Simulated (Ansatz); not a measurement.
Isolated molecules relaxed with PBE0-D4/def2-TZVP in Ansatz; ΔE leaves out vibrations. CCSD(T)/CBS is the MP2 limit (def2-TZVPP, def2-QZVPP) plus CCSD(T) − MP2 in def2-TZVPP, frozen cores. This one scheme is used for every species. DFT in def2-TZVPP. B3LYP here is the variant with VWN-RPA as its local correlation; programs differ in this. For Ga outer-core shells are correlated without core-valence functions, which leaves a few kJ/mol of doubt a bond. Scalar relativity is left out up to krypton. One conformer a species, not always the lowest.

`[SiH3][SiH2][GaH2]` + `OCCO` → `OCCO[SiH3]` + `[SiH3][GaH2]`  (cleavage of the Si–Si bond)

`[SiH3][SiH2][GaH2]`:

Cartesian coordinates in Å:
```
Si 0.404 0.913 1.453
Si -0.885 0.249 -0.387
Ga 0.294 -1.467 -1.591
H -0.270 1.980 2.240
H 1.722 1.425 0.989
H 0.649 -0.252 2.347
H -2.202 -0.229 0.124
H -1.130 1.453 -1.232
H 0.096 -2.983 -1.225
H 1.323 -1.089 -2.718
```

`OCCO`:

Z-matrix (Å, degrees):
```
C
C 1 1.511
O 1 1.405 2 111.3
H 1 1.094 2 110.1 3 119.3
H 1 1.103 2 109.4 3 -123.0
O 2 1.418 1 110.8 3 56.7
H 2 1.092 1 109.7 3 -59.7
H 2 1.098 1 110.6 3 -179.0
H 3 0.964 1 106.3 2 -41.9
H 6 0.961 2 108.4 1 72.1
```

`OCCO[SiH3]`:

Cartesian coordinates in Å:
```
O 1.806 -1.047 -1.167
C 0.771 -0.210 -1.616
C 0.137 0.552 -0.479
O -0.392 -0.392 0.436
Si -1.133 0.055 1.836
H 1.438 -1.585 -0.459
H -0.007 -0.784 -2.139
H 1.209 0.494 -2.328
H 0.894 1.173 0.019
H -0.657 1.207 -0.861
H -1.525 -1.199 2.517
H -2.333 0.889 1.549
H -0.207 0.847 2.692
```

`[SiH3][GaH2]`:

Z-matrix (Å, degrees):
```
Si
Ga 1 2.414
H 1 1.492 2 109.0
H 1 1.490 2 111.6 3 -118.4
H 1 1.489 2 113.0 3 119.6
H 2 1.573 1 121.6 3 -101.9
H 2 1.573 1 120.2 3 77.0
```

| level | ΔE (kJ/mol) | difference from CCSD(T)/CBS |
| --- | --- | --- |
| PBE-D4 | -51.7 | 24.7 |
| PBE0-D4 | -58.5 | 17.9 |
| B3LYP-D4 | -77.5 | -1.1 |
| ωB97X-V | -76.8 | -0.4 |
| B2PLYP | -82.5 | -6.1 |
| r2SCAN | -69.2 | 7.2 |
| PBE0 | -59.3 | 17.1 |
| HF/def2-TZVPP | -103.3 | -26.9 |
| MP2/def2-TZVPP | -83.2 | -6.8 |
| SCS-MP2/def2-TZVPP | -88.9 | -12.5 |
| CCSD/def2-TZVPP | -80.5 | -4.1 |
| CCSD(T)/def2-TZVPP | -76.9 | -0.5 |
| HF/def2-QZVPP | -105.5 | -29.1 |
| MP2/def2-QZVPP | -83.7 | -7.3 |
| SCS-MP2/def2-QZVPP | -89.2 | -12.8 |
| CCSD/CBS(def2) | -80.0 | -3.6 |
| CCSD(T)/CBS | -76.4 | 0 |

Largest T1 diagnostic among the species: 0.014.

From PBE to PBE0 (25 % exact exchange), in def2-TZVPP and without D4, ΔE moves by −6.7 kJ/mol. In def2-TZVPP, CCSD(T) changes the Hartree–Fock value by +26.4 kJ/mol (the triples alone add +3.6 kJ/mol) and MP2 by +20.0 kJ/mol.

CCSD(T)/CBS has its own doubt, a few kJ/mol and more with outer-core shells, so smaller differences from it don't rank the levels.
